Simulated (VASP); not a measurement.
Runs of VASP 6.6.1 on LiH. The structure is trigonal, space group P-3m1 (No. 164). The conventional cell has a = 2.813 Å, b = 2.813 Å, c = 11.842 Å, α = 90.00°, β = 90.00°, γ = 120.00°. Li (site symmetry 3m) has 6 H at 1.99 to 2.04 Å as nearest neighbours. Li (site symmetry -3m) has 6 H at 2.03 Å as nearest neighbours. Around Li (site symmetry 3m) lie 6 H at 1.99 Å. Around H (site symmetry 3m) lie 6 Li at 1.99 Å. Around H (site symmetry 3m) lie 6 Li at 2.03 to 2.04 Å. Around H (site symmetry -3m) lie 6 Li at 1.99 Å. The cell was built by a generator and needn't be a form met in nature.

```tsv
cell	target pressure	gap on the mesh (eV)	pressure (GPa)	largest force (eV/Å)
relaxed to 2 GPa	2 GPa	3.09	1.9	0.01
relaxed to 30 GPa	30 GPa	2.82	29.9	0.01
relaxed to 20 GPa	20 GPa	(b)	20.0	0.01
relaxed	-	3.11	0.0	0.01
relaxed to 10 GPa	10 GPa	(a)	10.0	0.01
relaxed to 5 GPa	5 GPa	3.06	5.0	0.01
```

Alike in all rows: task relaxation of cell and atoms; level LDA; potentials or basis VASP PAW LDA potentials, release 64 (Li_sv, H); no spin polarisation; k mesh 8 × 8 × 3; cutoff (eV) 600; smearing fermi-dirac 0.05 eV.

Problem. Fill in the values left out.

Solution. (a) 3.02; (b) 2.92.

Caveats: the cutoff is under 1.25 times the usual one of these potentials, so pressure, stress and relaxed cells hold a basis-set (Pulay) error; an odd mesh through Γ misses points on the zone boundary, where band edges often lie; the cell is relaxed towards a set pressure, so the enthalpy falls and the energy may rise (some runs).
